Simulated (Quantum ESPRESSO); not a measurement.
## BaS in Quantum ESPRESSO: the effect of functional

The system is BaS.

```
Ba S
1.0
     0.00000    3.19375    3.19375
     3.19375    0.00000    3.19375
     3.19375    3.19375    0.00000
Ba S
1 1
Direct
  0.00000 0.00000 0.00000
  0.50000 0.50000 0.50000
```

Alike in all runs:

| Property | Result |
| --- | --- |
| Program | Quantum ESPRESSO 7.5 |
| Task | dielectric tensor |
| k mesh | 6 × 6 × 6, shifted |
| Occupations | fermi-dirac, width 0.05 eV |
| Spin | no spin polarisation |

```tsv
functional	potentials or basis	cutoff	pressure (GPa)	dielectric constant (mean)
LDA	PseudoDojo 0.4.1 SR LDA standard	735 eV	-2.2	5.03
PBEsol	PseudoDojo 0.4.1 SR PBEsol standard	707 eV	-0.9	4.97
WC	PseudoDojo 0.4.1 SR PBE standard	707 eV	-0.8	5.00
BLYP	PseudoDojo 0.4.1 SR PBE standard	707 eV	3.5	4.72
AM05	PseudoDojo 0.4.1 SR PBE standard	707 eV	?	?
```

What does the run with functional AM05 give?

Pressure -0.1 GPa; dielectric constant 4.91 mean.

Caveats: this release of the barium file is off; the potentials were made for another functional, which shifts forces and pressure (some runs); the cell is more than 3 GPa from zero pressure, which shifts response properties (some runs).

Runs at the PBE level aren't shown here.
